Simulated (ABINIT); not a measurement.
# TaN (Fm-3m) in ABINIT: further runs

The runs below take TaN through relaxation of cell and atoms, with PBE.

Everything below comes from runs of ABINIT 10.8.3 (patched build). Logs are shortened: lines on timing, memory, paths and dates and some standing lists are left out, and cuts for length are marked. The log counts tension as positive stress, the text compression.

**1. The crystal as given**

It takes space group Fm-3m (No. 225, cubic). The conventional cell has a = 4.358 Å, b = 4.358 Å, c = 4.358 Å, α = 90.00°, β = 90.00°, γ = 90.00°. Around Ta (site symmetry m-3m) lie 6 N at 2.18 Å. Around N (site symmetry m-3m) lie 6 Ta at 2.18 Å.

**2. Relaxation of cell and atoms, PBE**

File run.abi:

```
# Pseudopotentials
pp_dirpath "./"
pseudos "Ta.GGA_PBE-JTH.xml, N.GGA_PBE-JTH.xml"

# Structure
acell 3.081573205 3.081573205 3.081573205 Angstrom
rprim
     0.0000000000     0.7071067812     0.7071067812
     0.7071067812     0.0000000000     0.7071067812
     0.7071067812     0.7071067812     0.0000000000
ntypat 2
znucl 73 7
natom 2
typat 1 2
xred
     0.5000000000     0.5000000000     0.5000000000
     0.0000000000     0.0000000000     0.0000000000
chkprim 0
chksymtnons 0
tolsym 1.0e-6

# Plane-wave basis
ecut 707.496042 eV
pawecutdg 48.0
pawxcdev 0

# k points
kptopt 1
ngkpt 10 10 10
nshiftk 1
shiftk 0.0 0.0 0.0

# Exchange and correlation
ixc 11

# Bands and occupations
nband 13
occopt 3
tsmear 0.05 eV

# SCF cycle
nstep 100
tolvrs 1.0e-9

# Output
iomode 3
prtwf 0
prtden 0
prteig 0
prtebands 0

# Relaxation
ionmov 22
ntime 60
tolmxf 0.0005
optcell 2
dilatmx 1.08
ecutsm 0.5
```

Potentials or basis: JTH PAW PBE v2.0.

On the command line:

```bash
abinit run.abi > log 2>&1
```

run.abo:

```text
.Version 10.8.3 of ABINIT
 Symmetries : space group Fm -3 m (#225); Bravais cF (face-center cubic)
================================================================================
 Values of the parameters that define the memory need of the present run
     intxc =       0    ionmov =      22      iscf =      17    lmnmax =      18
     lnmax =       6     mgfft =      30  mpssoang =       3    mqgrid =    3001
     natom =       2  nloc_mem =       2    nspden =       1   nspinor =       1
    nsppol =       1      nsym =      48    n1xccc =       1    ntypat =       2
    occopt =       3   xclevel =       2
       mpw =        1127          nfft =       27000          nkpt =          47
 PAW method is used; the additional fine FFT grid is defined by:
   mgfftf=        40    nfftf =     64000
================================================================================
================================================================================

--------------------------------------------------------------------------------
------------- Echo of variables that govern the present computation ------------
--------------------------------------------------------------------------------
 -outvars: echo values of preprocessed input variables --------
            acell      5.8233293944E+00  5.8233293944E+00  5.8233293944E+00 Bohr
              amu      1.80947900E+02  1.40067400E+01
          chkprim           0
      chksymtnons           0
          dilatmx      1.08000000E+00
             ecut      2.60000000E+01 Hartree
           ecutsm      5.00000000E-01 Hartree
           ionmov          22
              ixc          11
         kptrlatt       10    0    0      0   10    0      0    0   10
          kptrlen      5.82332939E+01
            natom           2
            nband          13
            ngfft          30      30      30
          ngfftdg          40      40      40
             nkpt          47
            nstep         100
             nsym          48
            ntime          60
           ntypat           2
           occopt           3
          optcell           2
        pawecutdg      4.80000000E+01 Hartree
         pawxcdev           0
           prtden           0
        prtebands           0
           prteig           0
            prtwf           0
            rprim      0.0000000000E+00  7.0710678120E-01  7.0710678120E-01
                       7.0710678120E-01  0.0000000000E+00  7.0710678120E-01
                       7.0710678120E-01  7.0710678120E-01  0.0000000000E+00
          spgroup         225
           tolmxf      5.00000000E-04
           tolsym      1.00000000E-06
           tolvrs      1.00000000E-09
           tsmear      1.83746611E-03 Hartree
            typat      1  2
           useylm           1
           xangst      2.1790013100E+00  2.1790013100E+00  2.1790013100E+00
                       0.0000000000E+00  0.0000000000E+00  0.0000000000E+00
            xcart      4.1177157039E+00  4.1177157039E+00  4.1177157039E+00
                       0.0000000000E+00  0.0000000000E+00  0.0000000000E+00
             xred      5.0000000000E-01  5.0000000000E-01  5.0000000000E-01
                       0.0000000000E+00  0.0000000000E+00  0.0000000000E+00
            znucl       73.00000    7.00000

================================================================================

 chkinp: Checking input parameters for consistency.

================================================================================
== DATASET  1 ==================================================================

--- !DatasetInfo
iteration_state: {dtset: 1, }
dimensions: {natom: 2, nkpt: 47, mband: 13, nsppol: 1, nspinor: 1, nspden: 1, mpw: 1127, }
cutoff_energies: {ecut:  26.0, pawecutdg:  48.0, }
electrons: {nelect:   1.80000000E+01, charge:   0.00000000E+00, occopt:   3.00000000E+00, tsmear:   1.83746611E-03, }
meta: {optdriver: 0, ionmov: 22, optcell: 2, iscf: 17, paral_kgb: 0, }
...

 Exchange-correlation functional for the present dataset will be:
  GGA: Perdew-Burke-Ernzerhof functional - ixc=11
  J.P.Perdew, K.Burke, M.Ernzerhof, PRL 77, 3865 (1996)

 Real(R)+Recip(G) space primitive vectors, cartesian coordinates (Bohr,Bohr^-1):
 R(1)=  0.0000000  4.1177157  4.1177157  G(1)= -0.1214265  0.1214265  0.1214265
 R(2)=  4.1177157  0.0000000  4.1177157  G(2)=  0.1214265 -0.1214265  0.1214265
 R(3)=  4.1177157  4.1177157  0.0000000  G(3)=  0.1214265  0.1214265 -0.1214265
 Unit cell volume ucvol=  1.3963654E+02 bohr^3
 Angles (23,13,12)=  6.00000000E+01  6.00000000E+01  6.00000000E+01 degrees

 Coarse grid specifications (used for wave-functions):
[... 227 lines left out ...]
  4.17848805398546E+00  4.17848805398546E+00  0.00000000000000E+00
 Unitary Cell Volume (ucvol) [Bohr^3]=  1.45910817372218E+02
 Angles (23,13,12)= [degrees]
  6.00000000000000E+01  6.00000000000000E+01  6.00000000000000E+01
 Lengths [Bohr]
  5.90927447616020E+00  5.90927447616020E+00  5.90927447616020E+00
 Stress tensor in cartesian coordinates (strten) [Ha/bohr^3]
  4.40892575892804E-05  0.00000000000000E+00  0.00000000000000E+00
  0.00000000000000E+00  4.40892575892665E-05  0.00000000000000E+00
  0.00000000000000E+00  0.00000000000000E+00  4.40892575892804E-05
 Total energy (etotal) [Ha]= -6.90633900738617E+01

 Difference of energy with previous step (new-old):
           Absolute (Ha)=-1.33565E-03
           Relative     =-1.93397E-05

--- Iteration: ( 3/60) Internal Cycle: (1/1)
--------------------------------------------------------------------------------

---SELF-CONSISTENT-FIELD CONVERGENCE--------------------------------------------
[... 74 lines left out ...]
 Real space primitive translations (rprimd) [bohr]
  0.00000000000000E+00  4.17328424023212E+00  4.17328424023212E+00
  4.17328424023212E+00  0.00000000000000E+00  4.17328424023212E+00
  4.17328424023212E+00  4.17328424023212E+00  0.00000000000000E+00
 Unitary Cell Volume (ucvol) [Bohr^3]=  1.45366351892255E+02
 Angles (23,13,12)= [degrees]
  6.00000000000000E+01  6.00000000000000E+01  6.00000000000000E+01
 Lengths [Bohr]
  5.90191517217416E+00  5.90191517217416E+00  5.90191517217416E+00
 Stress tensor in cartesian coordinates (strten) [Ha/bohr^3]
  2.45086563475938E-06  0.00000000000000E+00  0.00000000000000E+00
  0.00000000000000E+00  2.45086563475938E-06  0.00000000000000E+00
  0.00000000000000E+00  0.00000000000000E+00  2.45086563477326E-06
 Total energy (etotal) [Ha]= -6.90634027884727E+01

 Difference of energy with previous step (new-old):
           Absolute (Ha)=-1.27146E-05
           Relative     =-1.84101E-07

 At Broyd/MD step   3, gradients are converged :
  max grad (force/stress) = 2.4509E-04 < tolmxf= 5.0000E-04 ha/bohr (free atoms)

================================================================================

 ----iterations are completed or convergence reached----

 Mean square residual over all n,k,spin=   26.372E-09; max=  13.762E-06
 reduced coordinates (array xred) for    2 atoms
       0.500000000000      0.500000000000      0.500000000000
       0.000000000000      0.000000000000      0.000000000000
 rms dE/dt=  0.0000E+00; max dE/dt=  0.0000E+00; dE/dt below (all hartree)
    1       0.000000000000      0.000000000000      0.000000000000
    2       0.000000000000      0.000000000000      0.000000000000

 cartesian coordinates (angstrom) at end:
    1      2.20840691305327     2.20840691305327     2.20840691305327
    2      0.00000000000000     0.00000000000000     0.00000000000000

 cartesian forces (hartree/bohr) at end:
    1     -0.00000000000000    -0.00000000000000    -0.00000000000000
    2     -0.00000000000000    -0.00000000000000    -0.00000000000000
 frms,max,avg= 0.0000000E+00 0.0000000E+00   0.000E+00  0.000E+00  0.000E+00 h/b

 cartesian forces (eV/Angstrom) at end:
    1     -0.00000000000000    -0.00000000000000    -0.00000000000000
    2     -0.00000000000000    -0.00000000000000    -0.00000000000000
 frms,max,avg= 0.0000000E+00 0.0000000E+00   0.000E+00  0.000E+00  0.000E+00 e/A
 length scales=  5.901915172174  5.901915172174  5.901915172174 bohr
              =  3.123159007678  3.123159007678  3.123159007678 angstroms
 Fermi (or HOMO) energy (hartree) =   0.22701   Average Vxc (hartree)=  -0.48986
 Eigenvalues (hartree) for nkpt=  47  k points:
 kpt#   1, nband= 13, wtk=  0.00100, kpt=  0.0000  0.0000  0.0000 (reduced coord)
  -2.33170   -1.09001   -1.09001   -1.09001   -0.46252    0.08693    0.08693    0.08693
   0.14987    0.14987    0.14987    0.22832    0.22832
      occupation numbers for kpt#   1
   2.00000    2.00000    2.00000    2.00000    2.00000    2.00000    2.00000    2.00000
   2.00000    2.00000    2.00000    0.65891    0.65891
 prteigrs : prtvol=0 or 1, do not print more k-points.

--- !EnergyTerms
iteration_state     : {dtset: 1, itime: 3, icycle: 1, }
comment             : Components of total free energy in Hartree
kinetic             :  1.20394474684341E+01
hartree             :  8.09907205687090E+00
xc                  : -1.09218457399806E+01
Ewald energy        : -6.17696074633351E+01
psp_core            :  9.90630659487005E+00
local_psp           : -1.13447477845214E+01
PAW spherical_terms : -1.50718151484006E+01
internal            : -6.90631900160628E+01
'-kT*entropy'       : -2.15094115796027E-04
total_energy        : -6.90634051101786E+01
total_energy_eV     : -1.87931099191573E+03
...

--- !EnergyTermsDC
iteration_state     : {dtset: 1, itime: 3, icycle: 1, }
comment             : '"Double-counting" decomposition of free energy'
band_energy         : -1.19171798133699E+01
Ewald energy        : -6.17696074633351E+01
psp_core            :  9.90630659487005E+00
xc_dc               : -1.17399624275555E+01
PAW spherical_terms :  6.45725541503362E+00
internal            : -6.90631876943569E+01
'-kT*entropy'       : -2.15094115796027E-04
total_energy_dc     : -6.90634027884727E+01
total_energy_dc_eV  : -1.87931092873889E+03
...

--- !EnergyTermsWithPAWCore
iteration_state     : {dtset: 1, itime: 3, icycle: 1, }
comment             : 'Components of total free energy, including PAW core contributions'
Total energy        : -1.56597399214163E+04
Total energy DC     : -1.56597399190946E+04
Total energy (eV)   : -4.26123231513267E+05
Total energy DC (eV): -4.26123231450090E+05
...

 Cartesian components of stress tensor (hartree/bohr^3)
  sigma(1 1)=  2.45086563E-06  sigma(3 2)=  0.00000000E+00
  sigma(2 2)=  2.45086563E-06  sigma(3 1)=  0.00000000E+00
  sigma(3 3)=  2.45086563E-06  sigma(2 1)=  0.00000000E+00

-Cartesian components of stress tensor (GPa)         [Pressure= -7.2107E-02 GPa]
- sigma(1 1)=  7.21069565E-02  sigma(3 2)=  0.00000000E+00
- sigma(2 2)=  7.21069565E-02  sigma(3 1)=  0.00000000E+00
- sigma(3 3)=  7.21069565E-02  sigma(2 1)=  0.00000000E+00

== END DATASET(S) ==============================================================
================================================================================

 -outvars: echo values of variables after computation  --------
            acell      5.9019151722E+00  5.9019151722E+00  5.9019151722E+00 Bohr
           etotal     -6.9063402788E+01
            fcart     -0.0000000000E+00 -0.0000000000E+00 -0.0000000000E+00
                      -0.0000000000E+00 -0.0000000000E+00 -0.0000000000E+00
            rprim      0.0000000000E+00  7.0710678119E-01  7.0710678119E-01
                       7.0710678119E-01  0.0000000000E+00  7.0710678119E-01
                       7.0710678119E-01  7.0710678119E-01  0.0000000000E+00
           strten      2.4508656348E-06  2.4508656348E-06  2.4508656348E-06
                       0.0000000000E+00  0.0000000000E+00  0.0000000000E+00
           xangst      2.2084069131E+00  2.2084069131E+00  2.2084069131E+00
                       0.0000000000E+00  0.0000000000E+00  0.0000000000E+00
             xred      5.0000000000E-01  5.0000000000E-01  5.0000000000E-01
                       0.0000000000E+00  0.0000000000E+00  0.0000000000E+00
 Calculation completed.
```

Run time: 1.7 min. Hardware: 1 thread of Intel Xeon Platinum 8259CL at 2.50GHz (Skylake/Cascade Lake), shared host; peak memory 0.13 GiB.

What came out:

- Free energy: -1879.3109 eV
- Relaxed volume: 10.77 Å³/atom
- Relaxed cell: a = 3.123 Å, b = 3.123 Å, c = 3.123 Å, α = 60.00°, β = 60.00°, γ = 60.00°
- Space group after relaxing (to 0.05 Å): Fm-3m (No. 225)
- Energy gained by relaxing: 18.3 meV/atom
- Ionic steps: 3
- Pressure after relaxing: -0.1 GPa
- Band gap on the k mesh: none (metal or under the smearing width)
- Valence electrons inside the program's atomic spheres: Ta 10.70; N 2.54

Step by step:
```csv
step,energy change (eV),largest force (eV/Å),pressure (GPa),volume (Å³)
1,0.0000,0.0000,14.47,20.69
2,-0.0363,0.0000,-1.30,21.62
3,-0.0367,0.0000,-0.07,21.54
```

Final structure:
```xyz
2
Lattice="0.0000 2.2084 2.2084 2.2084 0.0000 2.2084 2.2084 2.2084 0.0000" Properties=species:S:1:pos:R:3 pbc="T T T"
Ta    2.2084    2.2084    2.2084
N     0.0000    0.0000    0.0000
```

Levels at points of the mesh, in eV from the Fermi level:
| k point | band 5 | band 6 | band 7 | band 8 | band 9 | band 10 | band 11 | band 12 | band 13 |
| --- | --- | --- | --- | --- | --- | --- | --- | --- | --- |
| (0.00, 0.00, 0.00) | -18.76 | -3.81 | -3.81 | -3.81 | -2.10 | -2.10 | -2.10 | 0.04 | 0.04 |
| (0.50, 0.00, 0.00) | -15.85 | -10.29 | -7.50 | -7.50 | 1.84 | 1.84 | 1.93 | 3.73 | 7.38 |
| (0.50, 0.50, 0.00) | -17.52 | -6.65 | -5.41 | -4.63 | -4.63 | 2.05 | 3.45 | 3.45 | 4.37 |

Caveat: the highest band is partly filled, so the run has too few bands.

[end of part 1 of 2]
